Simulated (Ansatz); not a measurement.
Zinc-blende AlSb, treated with HSE06 (Ansatz, a quantum-chemistry and plane-wave program, plane waves, PAW).

Run with plane-wave cutoff 520 eV, 8×8×8 k mesh, scalar-relativistic PAW data made under PBE.

Computed at the level's own relaxed cell.

```xyz
2
Lattice="0.0000 3.0846 3.0846 3.0846 0.0000 3.0846 3.0846 3.0846 0.0000" Properties=species:S:1:pos:R:3 pbc="T T T"
Al     0.0000     0.0000     0.0000
Sb     4.6268     4.6268     4.6268
```

Give the elastic tensor (Voigt notation, GPa, ions relaxed, in the Cartesian axes of the cell as printed).


```
   87.2    40.8    40.8     0.0     0.0     0.0
   40.8    87.2    40.8     0.0     0.0     0.0
   40.8    40.8    87.2     0.0     0.0     0.0
    0.0     0.0     0.0    41.4     0.0     0.0
    0.0     0.0     0.0     0.0    41.4     0.0
    0.0     0.0     0.0     0.0     0.0    41.4
```

Measured, for comparison: elastic constant C11 87.7 GPa, elastic constant C12 43.4 GPa, elastic constant C44 40.8 GPa (temperature not stated, not corrected to a static lattice; as tabulated in Oses et al. (2018), arXiv:1811.08464). Computed (rounded) less measured: elastic constant C11 -0.6 %, elastic constant C12 -6 %, elastic constant C44 +1 %. A static lattice is as a rule a little smaller and stiffer than an uncorrected measurement, which can account for part of this.

Computed values are for the static lattice.
